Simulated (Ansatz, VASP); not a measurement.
**Ta2N in VASP and in Ansatz**

```
Ta N
1.0
     3.35124   -4.46975    0.00000
     3.35124    4.46975    0.00000
     0.00000    0.00000    3.34412
Ta N
4 2
Direct
  0.71476 0.71476 0.00000
  0.28524 0.28524 0.00000
  0.77061 0.22939 0.00000
  0.22939 0.77061 0.00000
  0.00000 0.00000 0.30279
  0.00000 0.00000 0.69721
```

Alike in both runs: functional PBE; k mesh 4 × 4 × 6; occupations gaussian, width 0.1 eV; no spin polarisation.

Ansatz relaxed the structure, and its values are those at the end. VASP's run is a single point on that final structure, the one shown.

|  | VASP | Ansatz |
| --- | --- | --- |
| version | VASP 6.6.1 | Ansatz 0.2.0 |
| potentials or method | VASP PAW PBE potentials, release 64 (Ta_pv, N) | scalar-relativistic, plane waves, PAW |
| plane-wave cutoff (eV) | 520 | 420 |
| valence electrons in the cell | 54 | 62 |

VASP gave:

```
gap on the k mesh at the Fermi level (eV) : none
pressure (GPa)                            : 0.2
rms of the force components (eV/Å)        : 0.015
```

Problem. Estimate Ansatz's values.

Solution. gap on the k mesh at the Fermi level (eV): none; pressure (GPa): 0.0; rms of the force components (eV/Å): 0.013.

A gap of «none» marks a metal or a gap that the smearing closes. The two sets of potentials don't hold the same shells in valence.

The runs have no spin-orbit coupling, so splittings on Ta are missing.
